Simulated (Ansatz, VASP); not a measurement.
# One calculation of Ba, two programs

The input INCAR:

```
SYSTEM = Ba
ALGO     = Fast           ! electronic algorithm
EDIFF    = 1E-6           ! SCF threshold, eV
ENCUT    = 520            ! plane-wave cutoff, eV
GGA      = PS             ! functional
ISIF     = 2              ! what is computed and relaxed
ISMEAR   = 0              ! smearing method
LASPH    = .TRUE.         ! aspherical terms in the spheres
LCHARG   = .FALSE.        ! write CHGCAR
LREAL    = .FALSE.        ! projectors in reciprocal space
LWAVE    = .FALSE.        ! write WAVECAR
NBANDS   = 11             ! bands
NELM     = 100            ! most SCF steps
PREC     = Accurate       ! precision mode
SIGMA    = 0.15           ! smearing width, eV
```

The input KPOINTS:

```
k-points
0
G
  16 16 16
  0 0 0
```

Contents of POSCAR:

```
Ba
1.0
   -2.1839511618      2.1839511618      3.2759267428
    2.1839511618     -2.1839511618      3.2759267428
    2.1839511618      2.1839511618     -3.2759267428
Ba
1
Direct
    0.0000000000      0.0000000000      0.0000000000
```

Input for Ansatz:

```yaml
crystal:
  lattice:
    - [-2.1839511618, 2.1839511618, 3.2759267428]
    - [2.1839511618, -2.1839511618, 3.2759267428]
    - [2.1839511618, 2.1839511618, -3.2759267428]
  atoms:
    - { symbol: Ba, position: [0.0, 0.0, 0.0] }
basis:
  ecutwfc: 420
kpoints:
  mp_grid: { grid: [16, 16, 16] }
hamiltonian:
  xc: pbesol
scf:
  occupations: { method: gaussian, width: 0.15 }
output:
  forces: true
  stress: true
  eigenvalues: true
```

Alike in both runs: task single point; functional PBEsol; k mesh 16 × 16 × 16; occupations gaussian, width 0.15 eV; no spin polarisation.

|  | VASP | Ansatz |
| --- | --- | --- |
| version | VASP 6.6.1 | Ansatz 0.2.0 |
| potentials or method | VASP PAW PBE potentials, release 64 (Ba_sv) | scalar-relativistic, plane waves, PAW |
| plane-wave cutoff (eV) | 520 | 420 |
| valence electrons in the cell | 10 | 10 |

```csv
,VASP,Ansatz,Ansatz less VASP
gap on the k mesh at the Fermi level (eV),none,none,-
pressure (GPa),-0.5,-0.5,-0.05
largest component of the traceless stress (GPa),0.16,0.16,-0.001
```

A gap of «none» marks a metal or a gap that the smearing closes.

Caveats: the PAW data sets were made with another functional, which shifts forces and pressure a little (VASP). Spin-orbit coupling is left out, which matters for the levels of Ba.
